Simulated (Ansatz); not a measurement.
**Ga: pressure against volume**

An exercise on one series of results from a longer session: the logs are not shown, and one member is left open.

Method: DFT PBEsol, scalar-relativistic, in Ansatz 0.2.0.

## The system as given

It takes space group C2/c (No. 15, monoclinic). The conventional cell has a = 2.766 Å, b = 8.053 Å, c = 3.332 Å, α = 90.00°, β = 92.02°, γ = 90.00°. Around Ga (site symmetry 2) lie 8 Ga at 2.69 to 2.92 Å.

Structure file:

```
Ga
1.0
     1.38300   -4.02650    0.00000
     1.38300    4.02650    0.00000
    -0.11745    0.00000    3.32993
Ga
2
Direct
  0.86900 0.13100 0.25000
  0.13100 0.86900 0.75000
```

Structure: COD 9011089, as refined from experiment and not relaxed.

Atoms are numbered in the order of the input: Ga1, Ga2.

The first run:

input.yaml reads:

```yaml
crystal:
  lattice:
    - [1.3595547928, -3.9582410506, 0.0]
    - [1.3595547928, 3.9582410506, 0.0]
    - [-0.1154589374, 0.0, 3.2734796031]
  atoms:
    - { symbol: Ga, position: [0.869, 0.131, 0.25] }
    - { symbol: Ga, position: [0.131, 0.869, 0.75] }
kpoints:
  mp_grid: { grid: [14, 14, 11] }
scf:
  occupations: { method: fermi_dirac, width: 0.03 }
hamiltonian:
  xc: pbesol
  pseudopotentials: { kind: all_electron, lapw: { basis_error: 0.0005 } }
output:
  forces: true
  stress: true
  eigenvalues: true
```

Run with:

```bash
> ansatz run input.yaml --threads 1 --pin off --max-ram 3072MiB --backend cpu --events-out ev --progress --plain --runs-dir out
```

Among the steps run: Volume × 0.95, LAPW; Volume × 0.95, PAW; Volume × 0.95, crystal datasets; Volume × 0.975, LAPW; Volume × 0.975, PAW; Volume × 1.025, LAPW; Volume × 1.025, PAW; Volume × 1.05, LAPW; Volume × 1.05, PAW; Volume × 1.05, crystal datasets.

One table of the session follows, with a row left open; its other results are not shown here.

It belongs to the step «The equation of state». 

| method | volume (Å³/atom) | pressure (GPa) | largest force (eV/Å) |
| --- | --- | --- | --- |
| LAPW | 17.616 | 1.24 | 0.206 |
| LAPW | 18.080 | -0.42 | 0.194 |
| LAPW | 18.543 | -1.85 | 0.183 |
| LAPW | 19.007 | -3.04 | 0.171 |
| LAPW | 19.470 | ? | ? |
| PAW | 17.616 | 1.20 | 0.206 |
| PAW | 18.080 | -0.45 | 0.195 |
| PAW | 18.543 | -1.88 | 0.184 |
| PAW | 19.007 | -3.07 | 0.171 |
| PAW | 19.470 | -4.06 | 0.157 |
| crystal datasets | 17.616 | 1.24 | 0.205 |
| crystal datasets | 18.543 | -1.85 | 0.183 |
| crystal datasets | 19.470 | -4.03 | 0.157 |

**Question.** Estimate the row for LAPW, 19.470.

The run gave: pressure (GPa): -4.04; largest force (eV/Å): 0.157. In the column «pressure (GPa)» it lies between PAW, 19.470 (-4.06) and crystal datasets, 19.470 (-4.03).

To keep in mind: Shape and positions are held, so a fully relaxed modulus can be lower. Warnings in the runs' records: crystal datasets made.
